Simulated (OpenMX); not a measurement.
Runs of OpenMX 3.8.5 on PtS2. The structure is trigonal, space group P-3m1 (No. 164). Conventional cell: a = 3.635 Å, b = 3.635 Å, c = 5.170 Å, α = 90.00°, β = 90.00°, γ = 120.00°. Pt (site symmetry -3m) has 6 S at 2.40 Å as nearest neighbours. S (site symmetry 3m) is surrounded by 3 Pt at 2.40 Å. 

```csv
task,level,potentials or basis,spin,cell,k mesh,SCF threshold,max SCF cycles,"grid points, held for all volumes",gap on the mesh (eV),pressure (GPa),largest force (eV/Å)
band structure,PBE,"OpenMX 2013 PBE set, Pt7.0-s3p2d2f1, S7.0-s2p2d1f1, grid cutoff 400 Ry",off,"P-3m1, 19.72 Å³/atom",7 × 7 × 5,1e-08 Ha,100,-,0.81,2.2,0.48
band structure,PBE,"OpenMX 2013 PBE set, Pt7.0-s3p2d2f1, S7.0-s2p2d1f1, grid cutoff 400 Ry",off,"P-3m1, 18.26 Å³/atom",7 × 7 × 5,1e-08 Ha,100,-,0.88,14.5,1.62
band structure,PBE,"OpenMX 2013 PBE set, Pt7.0-s3p2d2f1, S7.0-s2p2d1f1, grid cutoff 400 Ry",off,"P-3m1, 16.8 Å³/atom",7 × 7 × 5,1e-08 Ha,100,-,0.96,32.7,3.21
band structure,PBE,"OpenMX 2013 PBE set, Pt7.0-s3p2d2f1, S7.0-s2p2d1f1, grid cutoff 400 Ry",off,"P-3m1, 17.53 Å³/atom",7 × 7 × 5,1e-08 Ha,100,-,0.92,(d),2.35
band structure,PBE,"OpenMX 2013 PBE set, Pt7.0-s3p2d2f1, S7.0-s2p2d1f1, grid cutoff 400 Ry",off,"P-3m1, 16.07 Å³/atom",7 × 7 × 5,1e-08 Ha,100,-,(b),(c),4.23
band structure,PBE,"OpenMX 2013 PBE set, Pt7.0-s3p2d2f2, S7.0-s3p2d2f1, grid cutoff 400 Ry",off,"P-3m1, 18.26 Å³/atom",9 × 9 × 5,1e-08 Ha,100,-,1.02,13.9,1.57
band structure,PBE,"OpenMX 2013 PBE set, Pt7.0-s3p2d2, S7.0-s2p2d1, grid cutoff 400 Ry",off,"P-3m1, 18.26 Å³/atom",9 × 9 × 5,1e-08 Ha,100,-,0.96,(a),2.01
band structure,PBE,"OpenMX 2013 PBE set, Pt7.0-s3p2d2f1, S7.0-s2p2d1f1, grid cutoff 400 Ry",off,"P-3m1, 18.26 Å³/atom",9 × 9 × 5,1e-08 Ha,100,-,1.02,14.5,1.62
band structure,PBE,"OpenMX 2013 PBE set, Pt7.0-s3p2d2f1, S7.0-s2p2d1f1, grid cutoff 400 Ry","non-collinear, zero start, SOC","P-3m1, 18.26 Å³/atom",7 × 7 × 5,1e-07 Ha,100,-,0.90,-,1.58
```

Alike in all rows: smearing fermi-dirac 0.05 eV.

Task: Estimate the missing entries.

Result: (a) 16.9; (b) 1.01; (c) 45.4; (d) 22.6.

Caveats: the basis of atomic orbitals isn't converged, which shifts pressures, moduli and gaps; spin-orbit coupling is left out, which moves the levels of the heavy elements (some runs); forces of over 1 eV/Å show positions far from the minimum, so gaps and moduli don't describe the material at rest (some runs); so large a pressure means that the cell lies far from this level's equilibrium, or that cutoff or potentials fall short (some runs); total energies with and without spin-orbit coupling shouldn't be compared in this program (some runs).

A k mesh can miss the band edges, and rows without SOC leave out spin-orbit coupling on Pt.
